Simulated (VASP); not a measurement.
# W (P6_3/mmc) in VASP: single point with r2SCAN

Aim: the single point of W with r2SCAN.

Everything below comes from runs of VASP 6.6.1. Logs are shortened: lines on timing, memory, paths and dates and some standing lists are left out, and cuts for length are marked.

### 1 Starting point

The structure is hexagonal, space group P6_3/mmc (No. 194). Conventional cell: a = 2.752 Å, b = 2.752 Å, c = 4.895 Å, α = 90.00°, β = 90.00°, γ = 120.00°. Around W (site symmetry -6m2) lie 12 W at 2.75 to 2.92 Å.

This isn't the form of W at room conditions, which is bcc.

### 2 Single point, r2SCAN

The input, POSCAR:

```
W
1.0
    2.7515287785      0.0000000000      0.0000000000
   -1.3757643892      2.3828938214      0.0000000000
    0.0000000000      0.0000000000      4.8949153584
W
2
Direct
    0.3333333333      0.6666666667      0.2500000000
    0.6666666667      0.3333333333      0.7500000000
```

The input, INCAR.step1:

```
PREC = Accurate ; ENCUT = 520
ISMEAR = 0 ; SIGMA = 0.1
LREAL = F ; LASPH = T
NELM = 100 ; NBANDS = 21
GGA = PE ; ALGO = Normal
EDIFF = 1E-4 ; LWAVE = T
LCHARG = F
```

The input, INCAR.step2:

```
PREC = Accurate ; ENCUT = 520
EDIFF = 1E-6 ; ISMEAR = 0
SIGMA = 0.1 ; LREAL = F
LASPH = T ; NELM = 100
ALGO = Normal ; ISIF = 2
LWAVE = F ; LCHARG = F
METAGGA = R2SCAN ; LMIXTAU = T
NBANDS = 21 ; ISTART = 1
```

The input, KPOINTS:

```
regular mesh
0
Gamma
  18 18 10
```

Potentials or basis: VASP PAW PBE potentials, release 64 (W_sv).

Started as:

```console
> cat potpaw_PBE.64/W_sv/POTCAR > POTCAR
> cp INCAR.step1 INCAR
> mpirun -np 1 vasp_std > vasp.out
> cp INCAR.step2 INCAR
> mpirun -np 1 vasp_std > vasp.out
```

OUTCAR:

```text
PREC = Accurate
   ENCUT = 520
   EDIFF = 1E-6
   ISMEAR = 0
   LREAL = F
   LASPH = T
   NELM = 100
   ISIF = 2
   METAGGA = R2SCAN
   ISTART = 1

 ion  position               nearest neighbor table
   1  0.333  0.667  0.250-   2 2.92   2 2.92   2 2.92   2 2.92   2 2.92   2 2.92
   2  0.667  0.333  0.750-   1 2.92   1 2.92   1 2.92   1 2.92   1 2.92   1 2.92

  LATTYP: Found a hexagonal cell.
 ALAT       =     2.7515287785
 C/A-ratio  =     1.7789802515

  Lattice vectors:

 A1 = (   2.7515287785,   0.0000000000,   0.0000000000)
 A2 = (  -1.3757643892,   2.3828938214,   0.0000000000)
 A3 = (   0.0000000000,   0.0000000000,   4.8949153584)

Analysis of symmetry for initial positions (statically):
=====================================================================
 Subroutine PRICEL returns:
 Original cell was already a primitive cell.

 Routine SETGRP: Setting up the symmetry group for a
 hexagonal supercell.

 Subroutine GETGRP returns: Found 24 space group operations
 (whereof 12 operations were pure point group operations)
 out of a pool of 24 trial point group operations.

The static configuration has the point symmetry D_3d.
 The point group associated with its full space group is D_6h.

Analysis of symmetry for dynamics (positions and initial velocities):
=====================================================================
 Subroutine PRICEL returns:
 Original cell was already a primitive cell.

 Routine SETGRP: Setting up the symmetry group for a
 hexagonal supercell.

 Subroutine GETGRP returns: Found 24 space group operations
 (whereof 12 operations were pure point group operations)
 out of a pool of 24 trial point group operations.

The dynamic configuration has the point symmetry D_3d.
 The point group associated with its full space group is D_6h.

 Subroutine INISYM returns: Found 24 space group operations
 (whereof 12 operations are pure point group operations),
 and found     1 'primitive' translations

----------------------------------------------------------------------------------------

                                     Primitive cell

  volume of cell :      32.0940

  direct lattice vectors                    reciprocal lattice vectors
     2.751528778  0.000000000  0.000000000     0.363434323  0.209828904  0.000000000
    -1.375764389  2.382893821  0.000000000     0.000000000  0.419657809  0.000000000
[... 75 lines left out ...]
 SYSTEM =  unknown system
   PREC   = accura    normal or accurate (medium, high low for compatibility)
   ISTART =      1    job   : 0-new  1-cont  2-samecut
   ICHARG =      0    charge: 1-file 2-atom 10-const
   ISPIN  =      1    spin polarized calculation?
   LNONCOLLINEAR =      F non collinear calculations
   LSORBIT =      F    spin-orbit coupling
   LASPH  =      T    aspherical Exc in radial PAW
   ENCUT  =  520.0 eV  38.22 Ry    6.18 a.u.   5.12  5.12  9.10*2*pi/ulx,y,z
   NELM   =    100;   NELMIN=  2; NELMDL=  0     # of ELM steps
   EDIFF  = 0.1E-05   stopping-criterion for ELM
   LREAL  =      F    real-space projection
   EDIFFG = 0.1E-04   stopping-criterion for IOM
   NSW    =      0    number of steps for IOM
   IBRION =     -1    ionic relax: 0-MD 1-quasi-New 2-CG
   NFREE  =      0    steps in history (QN), initial steepest desc. (CG)
   ISIF   =      2    stress and relaxation
   ISYM   =      2    0-nonsym 1-usesym 2-fastsym
   POTIM  = 0.5000    time-step for ionic-motion
   TEBEG  =    0.0;   TEEND  =   0.0 temperature during run
   PSTRESS=    0.0 pullay stress
   NELECT =      28.0000    total number of electrons
   NUPDOWN=      -1.0000    fix difference up-down
   EMIN   =  10.00;   EMAX   =-10.00  energy-range for DOS
   EFERMI =   0.00;   METHOD = LEGACY
   ISMEAR =     0;   SIGMA  =   0.10  broadening in eV -4-tet -1-fermi 0-gaus
   EFERMI_NEDOS =   21; number of points for ismear=-14 and -15
   IALGO  =     38    algorithm
   IMIX   =      4    mixing-type and parameters
     AMIX     =   0.40;   BMIX     =  1.00
     AMIX_MAG =   1.60;   BMIX_MAG =  1.00
  volume/ion in A,a.u.               =      16.05       108.29
  Fermi-wavevector in a.u.,A,eV,Ry     =   1.564298  2.956095 33.293846  2.447029
  Thomas-Fermi vector in A             =   2.666943
   LORBIT       =      0    0 simple, 1 ext, 2 COOP (PROOUT), +10 PAW based schemes
   METAGGA = R2SCAN    functional components
   LHFCALC =     F    Hartree Fock is set to
   AEXX    =    0.0000 exact exchange contribution
   IVDW    =     0    specifies the selected vdW correction
   LEPSILON=     F    determine dielectric tensor
   LRPA    =     F    only Hartree local field effects (RPA)
 non-spin polarized calculation
 Gauss-broadening in eV      SIGMA  =   0.10
  energy-cutoff  :      520.00
  volume of cell :       32.09
 maximum number of plane-waves:       882
   NGX = 11   NGY = 11   NGZ = 19

 number of electron      28.0000005 magnetization

 Free energy of the ion-electron system (eV)
  ---------------------------------------------------
  ext. energy  EPLUGINS =         0.00000000
  ---------------------------------------------------
  free energy    TOTEN  =      -101.55604365 eV

  energy without entropy =     -101.54614728  energy(sigma->0) =     -101.55109547

 E-fermi :  10.7450     XC(G=0): -14.8604

 val. band max:       10.7415222273   @ k =   0.0556  -0.0000   0.3000
 cond. band min:      10.7553769823   @ k =   0.5000  -0.0000   0.1000
 fundamental gap:      0.0138547549
 Fermi energy:        10.7449680457

 k-point     1 :       0.0000    0.0000    0.0000
  band No.  band energies     occupation
      1     -64.9208      2.00000
      2     -64.8303      2.00000
      3     -29.0690      2.00000
      4     -28.0083      2.00000
      5     -27.8163      2.00000
      6     -27.8163      2.00000
[... 565 lines left out ...]
     20      20.3915      0.00000
     21      21.5550      0.00000

 [... further k-points ...]
[... 5 lines left out ...]
  --------------------------------------------------------------------------------------
  -------------------------------------------------------------------------------------
  Total        0.8928509      0.8928509      1.6045443      0.0000000     -0.0000000     -0.0000000
  in kB       44.5723558     44.5723558     80.1010773      0.0000000     -0.0000000     -0.0000000
  external PRESSURE =      56.4152629 kB  Pullay stress =       0.0000000 kB

 VOLUME and BASIS-vectors are now :
 -----------------------------------------------------------------------------
  energy-cutoff  :      520.00
  volume of cell :       32.09
      direct lattice vectors                 reciprocal lattice vectors
     2.751528778  0.000000000  0.000000000     0.363434323  0.209828904  0.000000000
    -1.375764389  2.382893821  0.000000000     0.000000000  0.419657809  0.000000000
     0.000000000  0.000000000  4.894915358     0.000000000  0.000000000  0.204293624

 POSITION                                       TOTAL-FORCE (eV/Angst)
 -----------------------------------------------------------------------------------
     -0.00000      1.58860      1.22373        -0.000000      0.000000      0.000000
      1.37576      0.79430      3.67119         0.000000     -0.000000      0.000000
 -----------------------------------------------------------------------------------
    total drift:                                0.000000     -0.000000      0.000000

  FREE ENERGIE OF THE ION-ELECTRON SYSTEM (eV)
  ---------------------------------------------------
  free  energy   TOTEN  =      -101.5560436506 eV

  energy  without entropy=     -101.5461472843  energy(sigma->0) =     -101.55109547
```

It took 3 min on 1 thread of Intel Xeon 6975P-C (Granite Rapids), shared host; peak memory 0.23 GiB.

What came out:

| Item | Value |
| --- | --- |
| Free energy | -101.5560 eV |
| Pressure | 5.6 GPa |
| Band gap on the k mesh | none (metal or under the smearing width) |

Caveat: the PAW data sets were made with another functional, which shifts forces and pressure a little.
